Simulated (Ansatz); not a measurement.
Computed with Ansatz on PBE0-D4/def2-TZVP structures; ΔE is electronic, products minus reactants. CCSD(T)/CBS adds triple-zeta CCSD(T) − MP2 to the extrapolated MP2 energy (def2 sets, frozen cores). This one scheme is used for every species, atoms too. Functionals use def2-TZVPP. HSE06 is defined as in plane-wave codes. No spin–orbit coupling; open shells (•) take unrestricted orbitals. Spin–orbit coupling would lower the free atoms: a little for C, Cl.

`Cl/C=C/Cl` → 2 C• + 2 Cl• + 2 H•  (atomization)

| level | ΔE (eV) | difference from CCSD(T)/CBS |
| --- | --- | --- |
| PBE-D4 | 23.59 | 1.06 |
| PBE0 | 22.86 | 0.33 |
| HSE06 | 22.89 | 0.36 |
| CAM-B3LYP | 22.37 | -0.16 |
| MP2/def2-SVP | 21.75 | -0.78 |
| CCSD/def2-SVP | 20.87 | -1.66 |
| HF/def2-TZVPP | 15.86 | -6.67 |
| SCS-MP2/def2-TZVPP | 22.19 | -0.34 |
| HF/def2-QZVPP | 15.88 | -6.65 |
| CCSD/CBS(def2) | 22.00 | -0.53 |
| CCSD(T)/CBS | 22.53 | 0 |

Largest T1 diagnostic among the species: 0.010.

The D4 term adds +0.22 eV with B3LYP and +0.11 eV with PBE0; it sums over pairs of atoms, weighted by their polarisabilities, and B3LYP, whose exchange is more repulsive, gets the larger term. From BLYP to BHLYP (50 % exact exchange), in def2-TZVPP and without D4, ΔE moves by −0.87 eV: exact exchange takes away binding that semilocal exchange gives to molecules.

B3LYP here is the variant with VWN-RPA as its local correlation; programs differ in this.

For atomizations the MP2-based limit and the directly extrapolated one differ by several kJ/mol either way, and by 10 to 25 for some Ge, Se and Sn compounds, so smaller differences from it don't rank the levels.
